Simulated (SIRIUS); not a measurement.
# Y (P6_3/mmc) in SIRIUS: convergence with density tol

Aim: find how far density tol must go before the results for Y settle, at PBE. This setting moves, with any that are tied to it; all else stays.

All numbers are computed with SIRIUS 7.10.0; they aren't measurements. Logs are shortened: lines on timing, memory, paths and dates and some standing lists are left out, and cuts for length are marked. The log counts tension as positive stress, the text compression.

## (1) The structure

The structure is hexagonal, space group P6_3/mmc (No. 194). The conventional cell has a = 3.647 Å, b = 3.647 Å, c = 5.731 Å, α = 90.00°, β = 90.00°, γ = 120.00°. Y (site symmetry -6m2) is surrounded by 12 Y at 3.56 to 3.65 Å.

## (2) With density tol 0.01

sirius.json reads:

```json
{
  "control": {
    "processing_unit": "cpu",
    "verbosity": 2,
    "num_bands_to_print": 19,
    "print_forces": true,
    "print_stress": true
  },
  "parameters": {
    "electronic_structure_method": "pseudopotential",
    "xc_functionals": ["XC_GGA_X_PBE", "XC_GGA_C_PBE"],
    "gk_cutoff": 8.5,
    "pw_cutoff": 17.0,
    "ngridk": [8, 8, 5],
    "shiftk": [0, 0, 0],
    "smearing": "gaussian",
    "smearing_width": 0.0018374661,
    "num_bands": 19,
    "num_mag_dims": 0,
    "num_dft_iter": 100,
    "energy_tol": 0.01,
    "density_tol": 0.01
  },
  "iterative_solver": {
    "type": "davidson",
    "min_tolerance": 1e-10
  },
  "mixer": {
    "type": "anderson",
    "beta": 0.7,
    "max_history": 8
  },
  "settings": {
    "tol_ne": 1e-10
  },
  "unit_cell": {
    "lattice_vectors": [
      [6.89258706696, 0.0, 0.0],
      [-3.44629353348, 5.969155497853, 0.0],
      [0.0, 0.0, 10.82926452978]
    ],
    "atom_coordinate_units": "lattice",
    "atom_types": ["Y"],
    "atom_files": {
      "Y": "Y.json"
    },
    "atoms": {
      "Y": [
        [0.6666666667, 0.3333333333, 0.75],
        [0.3333333333, 0.6666666667, 0.25]
      ]
    }
  }
}
```

Potentials or basis: SPMS 1.0 PBE (norm-conserving).

Started as:

```console
$ upf_to_json 39_Y_11_2.1_2.4_pbe_n_v1.0.upf
$ OMP_NUM_THREADS=1 sirius.scf --input=sirius.json --output=out.json --task=0
```

Output:

```text
[info] SIRIUS version : 7.10.0
[info] number of MPI ranks           : 1
[info] MPI grid                      : 1 1
[info] maximum number of OMP threads : 1
[fft] FFT context for density and potential
[fft] =====================================
[fft]   comm size                             : 1
[fft]   plane wave cutoff                     : 17
[fft]   grid size                             : 40 40 64   total : 102400
[fft]   grid limits                           : -19 20   -19 20   -31 32
[fft]   number of G-vectors within the cutoff : 18561
[fft]   local number of G-vectors             : 18561
[fft]   number of G-shells                    : 1900
[fft] FFT context for coarse grid
[fft] =====================================
[fft]   comm size                             : 1
[fft]   plane wave cutoff                     : 17
[fft]   grid size                             : 40 40 64   total : 102400
[fft]   grid limits                           : -19 20   -19 20   -31 32
[fft]   number of G-vectors within the cutoff : 18561
[fft]   local number of G-vectors             : 18561
[fft]   number of G-shells                    : 1900
[unit cell] lattice vectors
[unit cell]   a1 :       6.8925870670      0.0000000000      0.0000000000
[unit cell]   a2 :      -3.4462935335      5.9691554979      0.0000000000
[unit cell]   a3 :       0.0000000000      0.0000000000     10.8292645298
[unit cell] reciprocal lattice vectors
[unit cell]   b1 :       0.9115859178      0.5263043750     -0.0000000000
[unit cell]   b2 :       0.0000000000      1.0526087500      0.0000000000
[unit cell]   b3 :       0.0000000000     -0.0000000000      0.5802042502
[unit cell] unit cell volume :       445.54760736 [a.u.^3]
[unit cell] 1/sqrt(omega)    :         0.04737541
[unit cell] MT volume        :         0.00000000 ( 0.00%)
[unit cell] IT volume        :       445.54760736 (100.00%)
[unit cell] number of atom types : 1
[unit cell] type id : 0 symbol :  Y mt_radius :  17.550000 num_atoms : 2
[unit cell] total number of atoms : 2
[unit cell] number of symmetry classes : 1
[unit cell] number of PAW atoms : 0
[unit cell] atom id  type id  class id             position                      vector_field
[unit cell] ------------------------------------------------------------------------------------------
[unit cell]      0        0        0      0.66667   0.33333   0.75000      0.00000   0.00000   0.00000
[unit cell]      1        0        0      0.33333   0.66667   0.25000      0.00000   0.00000   0.00000
[unit cell] atom id         position (Cartesian, a.u.)
[unit cell] ---------------------------------------------
[unit cell]      0       3.446294    1.989718    8.121948
[unit cell]      1      -0.000000    3.979437    2.707316
[unit cell] class id : 0 atom id : 0 1
[unit cell] minimum bond length:     6.719685
[unit cell] total number of pseudo wave-functions: 20
[sym] space group number   : 194
[sym] international symbol : P6_3/mmc
[... 325 lines left out ...]
[find] <mag|B^{XC}>                   :       0.00000000
[find] <rho|V^{H}>                    :      27.67608714
[find] one-electron contribution      :     -22.47107995 (Ha),     -44.94215989 (Ry)
[find] hartree contribution           :      13.83804357
[find] xc contribution                :     -16.03297401
[find] ewald contribution             :     -57.63576692
[find] PAW contribution               :       0.00000000
[find] smearing (-TS)                 :      -0.00031401
[find] SCF correction                 :      -0.00000116
[find] Total energy                   :     -82.30177847 (Ha),    -164.60355693 (Ry)
[find] Free energy (E-TS)             :     -82.30209247 (Ha),    -164.60418495 (Ry)
[find] band gap (eV)                  :       0.00000000
[find] Efermi                         :       0.34303545
[find] iteration : 15, RMS : 3.009853950404e-08, energy difference : -2.330580173293e-11
[find] Hartree energy of density residual : 3.840601786527e-13
[find] bands are converged : true
[find] iterative solver converged : true
[find] converged after 16 SCF iterations!
[find] Charges and magnetic moments
[find] --------------------------------------------------------------------------------
[find] total charge          : 22.000000
[find] Energy
[find] --------------------------------------------------------------------------------
[find] valence_eval_sum               :      -8.95571903
[find] <rho|V^{XC}>                   :     -14.16072622
[find] <rho|E^{XC}>                   :     -16.03297401
[find] <mag|B^{XC}>                   :       0.00000000
[find] <rho|V^{H}>                    :      27.67608714
[find] one-electron contribution      :     -22.47107995 (Ha),     -44.94215989 (Ry)
[find] hartree contribution           :      13.83804357
[find] xc contribution                :     -16.03297401
[find] ewald contribution             :     -57.63576692
[find] PAW contribution               :       0.00000000
[find] smearing (-TS)                 :      -0.00031401
[find] SCF correction                 :      -0.00000116
[find] Total energy                   :     -82.30177847 (Ha),    -164.60355693 (Ry)
[find] Free energy (E-TS)             :     -82.30209247 (Ha),    -164.60418495 (Ry)
[find] band gap (eV)                  :       0.00000000
[find] Efermi                         :       0.34303545
[ground_state] === stress tensor components [kbar] ===
[ground_state] === stress_kin ===
[ground_state] -9758.399629    0.000000    0.000000
[ground_state]     0.000000-9758.399629    0.000000
[ground_state]     0.000000    0.000000-9762.778102
[ground_state] === stress_har ===
[ground_state] -2941.970045    0.000000    0.000000
[ground_state]     0.000000-2941.970045   -0.000000
[ground_state]     0.000000   -0.000000-3253.787008
[ground_state] === stress_ewald ===
[ground_state] 12887.076395   -0.000000   -0.000000
[ground_state]    -0.00000012887.076395    0.000000
[ground_state]    -0.000000    0.00000012284.688880
[ground_state] === stress_vloc ===
[ground_state] -2089.646455    0.000000   -0.000000
[ground_state]     0.000000-2089.646455    0.000000
[ground_state]    -0.000000    0.000000-1175.977185
[ground_state] === stress_xc ===
[ground_state] -1122.370745    0.000000   -0.000000
[ground_state]     0.000000-1122.370745   -0.000000
[ground_state]    -0.000000   -0.000000-1124.020598
[ground_state] === stress_core ===
[ground_state]  3928.789550   -0.000000   -0.000000
[ground_state]    -0.000000 3928.789550    0.000000
[ground_state]    -0.000000    0.000000 3927.605306
[ground_state] === stress_nonloc ===
[ground_state]  -903.176597    0.000000   -0.000000
[ground_state]     0.000000 -903.176597    0.000000
[ground_state]    -0.000000    0.000000 -893.108239
[ground_state] === stress_us_nl ===
[ground_state]  -903.176597    0.000000   -0.000000
[ground_state]     0.000000 -903.176597    0.000000
[ground_state]    -0.000000    0.000000 -893.108239
[ground_state] === stress_total ===
[ground_state]     0.302474   -0.000000   -0.000000
[ground_state]    -0.000000    0.302474    0.000000
[ground_state]    -0.000000    0.000000    2.623055
[ground_state] ==== total Forces in Ha/bohr =====
[ground_state] atom:    0, force:       0.0000000     -0.0000000      0.0000000
[ground_state] atom:    1, force:       0.0000000      0.0000000     -0.0000000
[ground_state] ==== ultrasoft contribution from Qij =====
[ground_state] atom:    0, force:       0.0000000      0.0000000      0.0000000
[ground_state] atom:    1, force:       0.0000000      0.0000000      0.0000000
[ground_state] ==== non-local contribution from Beta-projector =====
[ground_state] atom:    0, force:       0.0000000     -0.0000000      0.0000000
[ground_state] atom:    1, force:       0.0000000      0.0000000     -0.0000000
[ground_state] ==== contribution from local potential =====
[ground_state] atom:    0, force:      -0.0000000      0.0000000      0.0000000
[ground_state] atom:    1, force:       0.0000000     -0.0000000      0.0000000
[ground_state] ==== contribution from core density =====
[ground_state] atom:    0, force:       0.0000000      0.0000000     -0.0000000
[ground_state] atom:    1, force:      -0.0000000      0.0000000      0.0000000
[ground_state] ==== Ewald forces from ions =====
[ground_state] atom:    0, force:      -0.0000000      0.0000000     -0.0000000
[ground_state] atom:    1, force:       0.0000000     -0.0000000      0.0000000
[~DFT_ground_state] local op. applied: 17837
[~DFT_ground_state] evp. work count: 3480.99
[~DFT_ground_state] number of iterative solver steps: 1016
```

It took 62 s on 1 thread of Arm Neoverse V1, shared host; peak memory 0.42 GiB.

Results:

```
Free energy            : -2239.5540 eV
Pressure               : -0.1 GPa
Band gap on the k mesh : none (metal or under the smearing width)
```

## (3) With density tol 0.001

Changes to sirius.json since step 2:

```diff
@@ -20,4 +20,4 @@
     "num_dft_iter": 100,
-    "energy_tol": 0.01,
-    "density_tol": 0.01
+    "energy_tol": 0.001,
+    "density_tol": 0.001
   },
```

Potentials or basis: SPMS 1.0 PBE (norm-conserving).

Started as:

```console
$ upf_to_json 39_Y_11_2.1_2.4_pbe_n_v1.0.upf
$ OMP_NUM_THREADS=1 sirius.scf --input=sirius.json --output=out.json --task=0
```

Wall time 62 s (1 thread of Arm Neoverse V1, shared host); peak memory 0.42 GiB.

What came out:

```yaml
Free_energy: -2239.5540 eV
Pressure: -0.1 GPa
Band_gap_on_the_k_mesh: none (metal or under the smearing width)
```

## (4) With density tol 0.0001

Changes to sirius.json since step 3:

```diff
@@ -20,4 +20,4 @@
     "num_dft_iter": 100,
-    "energy_tol": 0.001,
-    "density_tol": 0.001
+    "energy_tol": 0.0001,
+    "density_tol": 0.0001
   },
```

Started as:

```console
$ upf_to_json 39_Y_11_2.1_2.4_pbe_n_v1.0.upf
$ OMP_NUM_THREADS=1 sirius.scf --input=sirius.json --output=out.json --task=0
```

Run time: 62 s. Hardware: 1 thread of Arm Neoverse V1, shared host; peak memory 0.42 GiB.

The run converged. Its results:

| Property | Result |
| --- | --- |
| Free energy | -2239.5540 eV |
| Pressure | -0.1 GPa |
| Band gap on the k mesh | none (metal or under the smearing width) |

## (5) With density tol 1e-05

Changes to sirius.json since step 4:

```diff
@@ -20,4 +20,4 @@
     "num_dft_iter": 100,
-    "energy_tol": 0.0001,
-    "density_tol": 0.0001
+    "energy_tol": 1e-05,
+    "density_tol": 1e-05
   },
```

Started as:

```console
$ upf_to_json 39_Y_11_2.1_2.4_pbe_n_v1.0.upf
$ OMP_NUM_THREADS=1 sirius.scf --input=sirius.json --output=out.json --task=0
```

Wall time 62 s (1 thread of Arm Neoverse V1, shared host); peak memory 0.42 GiB.

It converged, with:

* Free energy: -2239.5540 eV
* Pressure: -0.1 GPa
* Band gap on the k mesh: none (metal or under the smearing width)

## (6) With density tol 1e-06

Changes to sirius.json since step 5:

```diff
@@ -20,4 +20,4 @@
     "num_dft_iter": 100,
-    "energy_tol": 1e-05,
-    "density_tol": 1e-05
+    "energy_tol": 1e-06,
+    "density_tol": 1e-06
   },
@@ -37,6 +37,7 @@
     "lattice_vectors": [
-      [6.89258706696, 0.0, 0.0],
-      [-3.44629353348, 5.969155497853, 0.0],
-      [0.0, 0.0, 10.82926452978]
+      [1.0, 0.0, 0.0],
+      [-0.5, 0.866025403794, 0.0],
+      [0.0, 0.0, 1.57114657016]
     ],
+    "lattice_vectors_scale": 6.892587067,
     "atom_coordinate_units": "lattice",
```

Potentials or basis: SPMS 1.0 PBE (norm-conserving).

Started as:

```console
$ upf_to_json 39_Y_11_2.1_2.4_pbe_n_v1.0.upf
$ OMP_NUM_THREADS=1 sirius.scf --input=sirius.json --output=out.json --task=0
```

Run time: 61 s. Hardware: 1 thread of Arm Neoverse V1, shared host; peak memory 0.42 GiB.

The run converged. Its results:

* Free energy: -2239.5540 eV
* Pressure: -0.1 GPa
* Band gap on the k mesh: none (metal or under the smearing width)

## (7) With density tol 1e-07

Changes to sirius.json since step 6:

```diff
@@ -20,4 +20,4 @@
     "num_dft_iter": 100,
-    "energy_tol": 1e-06,
-    "density_tol": 1e-06
+    "energy_tol": 1e-07,
+    "density_tol": 1e-07
   },
@@ -37,7 +37,6 @@
     "lattice_vectors": [
-      [1.0, 0.0, 0.0],
-      [-0.5, 0.866025403794, 0.0],
-      [0.0, 0.0, 1.57114657016]
+      [6.89258706696, 0.0, 0.0],
+      [-3.44629353348, 5.969155497853, 0.0],
+      [0.0, 0.0, 10.82926452978]
     ],
-    "lattice_vectors_scale": 6.892587067,
     "atom_coordinate_units": "lattice",
```

Started as:

```console
$ upf_to_json 39_Y_11_2.1_2.4_pbe_n_v1.0.upf
$ OMP_NUM_THREADS=1 sirius.scf --input=sirius.json --output=out.json --task=0
```

It took 62 s on 1 thread of Arm Neoverse V1, shared host; peak memory 0.42 GiB.

It converged, with:

```yaml
Free_energy: -2239.5540 eV
Pressure: -0.1 GPa
Band_gap_on_the_k_mesh: none (metal or under the smearing width)
```

## (8) Result

| density tol | energy less the tightest run, at zero smearing (meV/atom) | SCF cycles | CPU time (s) | peak memory (GiB) |
| --- | --- | --- | --- | --- |
| 0.01 | 0.00 | 16 | 62 | 0.42 |
| 0.001 | 0.00 | 16 | 62 | 0.42 |
| 0.0001 | 0.00 | 16 | 62 | 0.42 |
| 1e-05 | 0.00 | 16 | 62 | 0.42 |
| 1e-06 | 0.00 | 16 | 61 | 0.42 |
| 1e-07 | 0.00 | 16 | 62 | 0.42 |

Against the tightest run, the energy stays within 1 meV/atom from 0.01 on. The tightest run that finished is the yardstick and may itself not be fully converged.
